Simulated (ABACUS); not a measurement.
The system is KBr.

```xyz
2
Lattice="0.0000 3.3000 3.3000 3.3000 0.0000 3.3000 3.3000 3.3000 0.0000" Properties=species:S:1:pos:R:3 pbc="T T T"
Br    3.3000    3.3000    3.3000
K     0.0000    0.0000    0.0000
```

```yaml
Program: ABACUS 3.10.1
Task: single point
Functional: PBE
Potentials_or_basis: PseudoDojo NC SR 0.4.1 PBE standard
Cutoff: 1007 eV
Density_cutoff: 4027 eV
Basis: plane waves
k_mesh: 7 × 7 × 7
Occupations: fermi-dirac, width 0.05 eV
Spin: no spin polarisation
```

On this cell: pressure 0.7 GPa; largest force zero by symmetry; band gap on the k mesh 4.44 eV, direct.

The same run follows on a disturbed copy (atoms moved at random, drawn with an rms of 0.05 Å):

```xyz
2
Lattice="0.0000 3.3000 3.3000 3.3000 0.0000 3.3000 3.3000 3.3000 0.0000" Properties=species:S:1:pos:R:3 pbc="T T T"
Br    3.3323    3.3097    3.3103
K     0.0259   -0.0284    0.0328
```

**Question.** What changes?

**Answer.** The energy moves by +0.6 meV/atom; pressure 0.7 GPa; largest force 0.054 eV/Å; band gap on the k mesh 4.44 eV, direct.

Forces on the atoms (eV/Å):
```
Br  -0.008 -0.046  0.027
K    0.008  0.046 -0.027
```

Caveats: an odd mesh through Γ misses points on the zone boundary, where band edges often lie.
